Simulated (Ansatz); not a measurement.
# Ti: a line through an energy map

The task here is to estimate one member of a computed series from the others.

This is Ti in the bcc structure; at room conditions it is hcp.

Program: Ansatz 0.2.0. Level of theory: DFT PBE, scalar-relativistic, plane waves, PAW. These are calculated values, not measurements.

57 further runs of the same task are left out: 57 set aside as unsound or not needed.

## The system as given

The structure is cubic, space group Im-3m (No. 229). The conventional cell has a = 3.256 Å, b = 3.256 Å, c = 3.256 Å, α = 90.00°, β = 90.00°, γ = 90.00°. Ti (site symmetry m-3m) has 8 Ti at 2.82 Å as nearest neighbours.

Coordinates:

```cif
data_structure
_symmetry_space_group_name_H-M 'P 1'
_symmetry_Int_Tables_number 1
_cell_length_a 2.8194
_cell_length_b 2.8194
_cell_length_c 2.8194
_cell_angle_alpha 109.471
_cell_angle_beta 109.471
_cell_angle_gamma 109.471
_cell_volume 17.25
loop_
_atom_site_label
_atom_site_type_symbol
_atom_site_fract_x
_atom_site_fract_y
_atom_site_fract_z
_atom_site_occupancy
Ti1 Ti 0.00000 0.00000 0.00000 1
```

This cell was relaxed beforehand with the same method: volume 17.25 Å³/atom, gap on the mesh none (metal).

## Plan of the line

The energy is mapped over volume and a fixed ferromagnetic moment.

The axes are (1) volume per atom: 9 values from 14.15 to 20.36 Å³; (2) total spin moment of the cell, held fixed: 11 values from 0.0 to 1.0 μB.

Nothing else is relaxed (shape and fractional coordinates fixed). Points are written as (first, second).

The first run:

Contents of input.yaml:

```yaml
crystal:
  lattice:
    - [-1.5235541254, 1.5235541254, 1.5235541254]
    - [1.5235541254, -1.5235541254, 1.5235541254]
    - [1.5235541254, 1.5235541254, -1.5235541254]
  atoms:
    - { symbol: Ti, position: [0.0, 0.0, 0.0], spin: 0.7 }
basis:
  ecutwfc: 520.0
kpoints:
  mp_grid: { grid: [22, 22, 22] }
hamiltonian:
  xc: pbe
scf:
  occupations: { method: gaussian, width: 0.15 }
  lower_state_search: "off"
output:
  forces: true
  stress: true
  eigenvalues: true
  populations: true
magnetization:
  spin_polarized: true
  initial_magnetization: 0.7
  spin_locking: { lock_magnetization: hard }
```

The run is started by

```console
$ ansatz run input.yaml --threads 1 --pin off --max-ram 2048MiB --backend cpu --events-out ev --progress --plain --runs-dir out
```

Steps of the session up to this table: Grid point (14.15 Å³, 0.7 μB); Grid point (14.92 Å³, 0.7 μB); Grid point (15.70 Å³, 0.7 μB); Point (16.48 Å³, 0.7 μB); Grid point (17.25 Å³, 0.7 μB); The run at (18.03 Å³, 0.7 μB); Grid point (18.80 Å³, 0.7 μB); Grid point (19.58 Å³, 0.7 μB).

One table of the session follows, with a row left open; its other results are not shown here.

```
volume per atom (Å³)  energy (meV/atom)  pressure (GPa)
               14.15                278            31.4
               14.92                151            21.5
               15.70                 67            13.4
               16.48                 19             6.7
               17.25                  0             1.3
               18.03                  ?               ?
               18.80                 30            −6.9
               19.58                 71            −9.9
               20.36                125           −12.3
```

Estimate the missing values for volume per atom (Å³) = 18.03.

Worked estimate for «energy (meV/atom)». A straight line through the neighbours (17.25, 0) and (18.80, 30) gives 0 + (30 − 0) × (18.03 − 17.25) / (18.80 − 17.25) = 15; a parabola fitted to 4 rows on both sides gives 5.

As computed: energy (meV/atom): 5; pressure (GPa): −3.2. In «energy (meV/atom)» the line misses by +10 and the parabola by +0.

Energies count from the lowest point of the line. Rows without a step come from runs not printed here or follow by symmetry.

A parabola through the lowest point and its two neighbours puts the minimum at 17.473 Å³, with a curvature of about 40 meV/atom per (Å³)². The highest point computed, at 14.15 Å³, lies 278 meV/atom above the lowest.

To keep in mind: Warnings in the runs' records: stress scf threshold loose.
